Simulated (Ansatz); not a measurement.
A one-shot G0W0 calculation of SnSe₂, CdCl2 type with the PAW code Ansatz, at the level G0W0@PBE with 130 empty bands, a screening cutoff of 80 eV and a 6×6×6 mesh. The geometry is the r2SCAN+rVV10 minimum.

```yaml
crystal:
  lattice:
    - [1.9122916093, 1.1040620754, 6.335094054]
    - [-1.9122916093, 1.1040620754, 6.335094054]
    - [0.0, -2.2081241508, 6.335094054]
  atoms:
    - { symbol: Sn, position: [0.0, 0.0, 0.0] }
    - { symbol: Se, position: [0.2505568941, 0.2505568941, 0.2505568941] }
    - { symbol: Se, position: [0.7494431059, 0.7494431059, 0.7494431059] }
kpoints:
  mp_grid: { grid: [6, 6, 6] }
hamiltonian:
  xc: pbe
scf:
  occupations: { method: fixed }
gw:
  n_empty_bands: 130
  ecut_chi: 80
  qp_bands: [v2, c2]
  qp_kpoints: band_edges
  screening: { model: contour_deformation }
```

Some lines of the output have been replaced by numbered gaps.
```
Functional definition: PBE
  parameter kappa = 0.804
  parameter beta = 0.06672455060314922
  exchange = pbe_x(kappa = kappa, mu = beta*pi^2/3)
  correlation = pbe_c(beta = beta)
Crystal: 3 atoms, lattice volume = 80.251 Å³
[1]
Bands: 28, of which v1, the nominal top of the filled ones, is band 23 counted from 1 (22 counted from 0)
Symmetry: 12 space group operations
Space group: R-3m (ITA 166)
k-points: 32 of 216
preconditioner: auto → Resta (q_TF=auto, 2.487 Å⁻¹)  ε∞=2.7  [insulator: Δε(μ)=0.321 eV  ℏωp=21.1 eV]
Free energy (F): -16963.324565 eV
Fermi energy:    7.578816 eV
--- Per-component energies (eV) ---
  E_band       = -880.375553
  E_kinetic    = 425.078382
  E_local      = -6238.725325
  E_nonlocal   = -1222.449231
  E_hartree    = 3186.004973
  E_xc         = -589.783000
  E_vxc        = -291.267989
  E_paw        = -7963.854073
  E_vpaw       = 74.980761
  E_ewald      = -4559.595079
--- G₀W₀: contour deformation, 8 samples at zero and on the imaginary axis and 2 off it, 216 q-points, 130 empty bands' worth ---
    ik  band        ε_KS         Σx   Σc(E_QP)       V_xc       Z   E_QP_lin       E_QP  E_QP is
     0    22      7.2932   -17.5084     1.7609   -15.4609  0.7317     7.0037     7.0064  root
     0    23      7.3354   -17.5959     1.9273   -15.3308  0.7381     6.9946     6.9976  root
     0    24      8.5836   -11.7373    -2.8211   -14.9051  0.7798     8.9316     8.9303  root
     0    25     10.5972    -8.1397    -3.8202   -12.2456  0.7836    10.8844    10.8828  root
     1    22      7.2641   -17.4494     1.9700   -15.1304  0.7343     6.9112     6.9151  root
     1    23      7.3452   -17.4380     1.7781   -15.3583  0.7337     7.0407     7.0436  root
     1    24      9.7531   -12.1403    -3.1921   -15.7382  0.7511    10.1626    10.1590  root
     1    25     11.3424    -8.3707    -3.9391   -12.6141  0.7789    11.6486    11.6468  root
     2    22      6.7503   -17.0558     2.1593   -14.5177  0.7175     6.3674     6.3714  root
     2    23      7.0925  [2]
     2    24      9.0878   -10.8449    -3.2390   -14.4198  0.7584     9.4264     9.4236  root
     2    25     11.8193    -8.2752    -4.0446   -12.6201  0.7759    12.1210    12.1196  root
     3    22      6.1544   -16.5654     2.4431   -13.7201  0.6955     5.7444     5.7523  root
     3    23      6.9529   -17.2336     1.9555   -14.9421  0.7221     6.6130     6.6169  root
     3    24      8.6980   -10.9240    -3.0995   -14.3340  0.7601     9.0108     9.0086  root
     3    25     11.5127    -7.3887    -3.9472   -11.5469  0.7922    11.7241    11.7238  root
     4    22      7.4021   -17.5546     1.9340   -15.2767  0.7367     7.0550     7.0582  root
     4    23      7.4386   -17.5104     1.7350   -15.4802  0.7360     7.1409     7.1434  root
     4    24      9.7169   -11.9558    -3.2283   -15.5873  0.7530    10.1237    10.1202  root
     4    25     11.1434    -8.3019    -3.8837   -12.4811  0.7821    11.4400    11.4389  root
     5    22      6.4077  [3]
     5    23      7.3673  [4]
     5    24      9.8128   -11.8799    -3.3708   -15.6651  0.7421    10.2319    10.2272  root
     5    25     12.2960    -8.6827    -4.2342   -13.2931  0.7748    12.6768    12.6721  root
     7    22      6.0358   -16.2675     2.2874   -13.6031  0.6985     5.6523     5.6589  root
     7    23      7.0900   -17.2247     1.9814   -14.8867  0.7275     6.7288     6.7333  root
     7    24      9.5640   -11.7653    -3.2867   -15.4408  0.7447     9.9573     9.9528  root
     7    25     12.7267    -8.6366    -4.3138   -13.3357  0.7611    13.1183    13.1120  root
     8    22      6.2556   -16.3496     2.0713   -13.9334  0.7052     5.9057     5.9107  root
     8    23      7.5788   -17.7131     1.8583   -15.5262  0.7388     7.2476     7.2503  root
     8    24      9.9174   -11.9405    -3.4210   -15.7834  0.7399    10.3444    10.3394  root
     8    25     12.3810    -8.9142    -4.1035   -13.3958  0.7751    12.7634    12.7591  root
     9    22      7.3406   -17.5121     1.7903   -15.4116  0.7335     7.0275     7.0305  root
     9    23      7.3532   -17.6078     1.9719   -15.2835  0.7347     6.9971     7.0008  root
     9    24      8.7044   -10.5498    -3.0758   -13.9157  0.7647     8.9960     8.9944  root
     9    25     11.3610    -8.1891    -3.8698   -12.3496  0.7814    11.6529    11.6517  root
  […]
```

The points are ik 0 = (0, 0, 0) (Γ), ik 1 = (0, 0, 1/6), ik 2 = (0, 0, 1/3), ik 3 = (0, 0, -1/2), ik 4 = (0, 1/6, 1/6), ik 5 = (0, 1/6, 1/3), ik 7 = (0, 1/6, -1/3), ik 8 = (0, 1/6, -1/6), ik 9 = (0, 1/3, 1/3), ik 10 = (0, 1/3, -1/2), ik 12 = (0, -1/2, -1/2), ik 13 = (1/6, 1/6, 1/6); band 23 is the last filled one.

Question: What stood in the gaps? They hold quasiparticle rows, cutoff and plane waves at Γ.

Answer:
```
[1]
Basis set: ecut = 420 eV, 1545 PW (Γ)
[2]
     2    23      7.0925   -17.2829     1.8941   -15.0621  0.7261     6.7621     6.7658  root
[3]
     5    22      6.4077   -16.5647     2.0204   -14.2004  0.7114     6.0594     6.0638  root
[4]
     5    23      7.3673   -17.5153     1.9299   -15.2420  0.7344     7.0201     7.0239  root
```
The trailing digits, and the zero of the energies, depend on the potentials and thresholds.

G0W0 moves the gap on the mesh from 0.31 eV (PBE) to 0.86 eV (k = (0, 1/6, -1/6) to k = (0, -1/2, -1/2)). Renormalisation factors Z lie between 0.70 and 0.79. G0W0 values are finite-basis, finite-mesh values.

Run as `ansatz run input.yaml --threads 2 --pin off --max-ram 3686MiB --backend cpu --events-out ev --progress --plain --runs-dir out`.

These are computed values for a spin-unpolarised cell that may be hypothetical; none is a measurement.

No spin-orbit coupling is included; it can move band edges with weight on the heavy atoms by tenths of an eV.

For so narrow a gap this mesh doesn't settle the screening, and the bands and cutoff are finite.
